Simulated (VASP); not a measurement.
# Si: relaxation with set parts of the cell free, by free to move

Si, P1 (no. 1), 4 atoms in the cell. PBE, constrained relaxation; PAW potentials Si (PBE set).

| Free to move | Volume (Å³/atom) | Pressure in a fresh run at the final cell (GPa) | Pressure printed at the end of the relaxation (GPa) | Ionic steps, all stages | Electronic steps, all stages | Time (s) |
|---|---|---|---|---|---|---|
| atoms | 20.452 | 0.00 | 0.00 | 15 | 80 | 17 |
| atoms, shape and volume | 20.455 | -0.01 | -0.01 | 19 | 106 | 22 |
| atoms and shape at fixed volume | 20.452 | 0.00 | 0.00 | 20 | 109 | 24 |
| atoms and volume | 20.449 | 0.01 | 0.01 | 16 | 89 | 18 |
| atoms and the z components of the lattice | 20.450 | 0.01 | 0.01 | 15 | 79 | 17 |
| atoms and the x and y components of the lattice | 20.454 | -0.01 | -0.01 | 19 | 103 | 21 |
| atoms and the y and z components of the lattice | 20.413 | 0.17 | 0.17 | 18 | 98 | 20 |

Limits: the start was distorted on purpose (random strain, atoms moved at random), so the space group given is the start's and not the crystal's.

## Input of the first row

INCAR.step1:
```
  PREC = Accurate
  ENCUT = 350
  EDIFF = 1E-6
  ISMEAR = 0
  SIGMA = 0.05
  LREAL = False
  LASPH = True
  NELM = 100
  ALGO = Normal
  LWAVE = False
  LCHARG = False
  IBRION = 2
  NSW = 60
  ISIF = 2
  EDIFFG = -0.01
  POTIM = 0.5
  KPAR = 4
```

INCAR.step3, as INCAR.step1 but for:
```
- IBRION = 2
- NSW = 60
- EDIFFG = -0.01
- POTIM = 0.5
+ NSW = 0
```

KPOINTS:
```
k-points
0
Gamma
  5 5 3
```

POSCAR.step1:
```
Si
1.0
    3.8445580000     -0.0092250000     -0.0039560000
   -1.9302680000      3.3526700000      0.0190240000
   -0.0065390000      0.0325340000      6.3557090000
Si
4
Direct
    0.6761040000      0.3366390000      0.9363220000
    0.3234770000      0.6711380000      0.4371680000
    0.6637900000      0.3332910000      0.5625900000
    0.3366290000      0.6589310000      0.0639190000
```

POSCAR.step3:
```
Si
1.0
    3.8445580000     -0.0092250000     -0.0039560000
   -1.9302680000      3.3526700000      0.0190240000
   -0.0065390000      0.0325340000      6.3557090000
Si
4
Direct
    0.6664235957      0.3335353463      0.9373518266
    0.3340503817      0.6678045527      0.4372625576
    0.6655569505      0.3321268822      0.5626496502
    0.3339690722      0.6665322188      0.0627349655
```

Commands (each step's output is kept before the next begins):
```
cat potpaw_PBE.64/Si/POTCAR > POTCAR
cp INCAR.step1 INCAR
cp POSCAR.step1 POSCAR
mpirun -np 4 vasp_std > vasp.out
cp CONTCAR POSCAR
mpirun -np 4 vasp_std > vasp.out
cp CONTCAR POSCAR
cp INCAR.step3 INCAR
cp POSCAR.step3 POSCAR
mpirun -np 4 vasp_std > vasp.out
```

Changes of the last row against the first:
```
- ISIF = 2
+ ISIF = 3
+ LATTICE_CONSTRAINTS = .FALSE. .TRUE. .TRUE.
```

VASP 6.6.1 took 17 s on 4 cores (Intel Xeon 6975P-C (Granite Rapids)), a shared host.
